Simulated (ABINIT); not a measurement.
A run of ABINIT 10.8.3 (patched build):

File run.abi:

```
# Pseudopotentials
pp_dirpath "./"
pseudos "Al.GGA_PBE-JTH.xml, N.GGA_PBE-JTH.xml"

# Structure
acell 3*1.0
rprim
     0.0000000000     4.1271496856     4.1271496856
     4.1271496856     0.0000000000     4.1271496856
     4.1271496856     4.1271496856     0.0000000000
ntypat 2
znucl 13 7
natom 2
typat 1 2
xred
     0.0000000000     0.0000000000     0.0000000000
     0.2500000000     0.2500000000     0.2500000000

# Plane-wave basis
ecut 544.227725 eV
pawecutdg 40.0

# k points
kptopt 1
ngkpt 8 8 8
nshiftk 1
shiftk 0.0 0.0 0.0

# Exchange and correlation
ixc 11

# Bands and occupations
nband 8
occopt 3
tsmear 0.00183747

# SCF cycle
nstep 100
tolvrs 1.0e-9

# Output
iomode 3
prtwf 0
prtden 0
prteig 0
prtebands 0
```

Potentials or basis: JTH PAW PBE v2.0.

The run is started by

```bash
$ abinit run.abi > log 2>&1
```

Hardware: 1 thread of Intel(R) Xeon(R) 6975P-C (Granite Rapids) (shared host).

Q: How long does it take, and how much memory?

A: It took 3.7 s on 1 thread of Intel(R) Xeon(R) 6975P-C (Granite Rapids), on a shared host, peak memory 0.08 GiB. Counts: scf iterations 11, mpi ranks 1, k points 29, bands 8, plane waves 608.
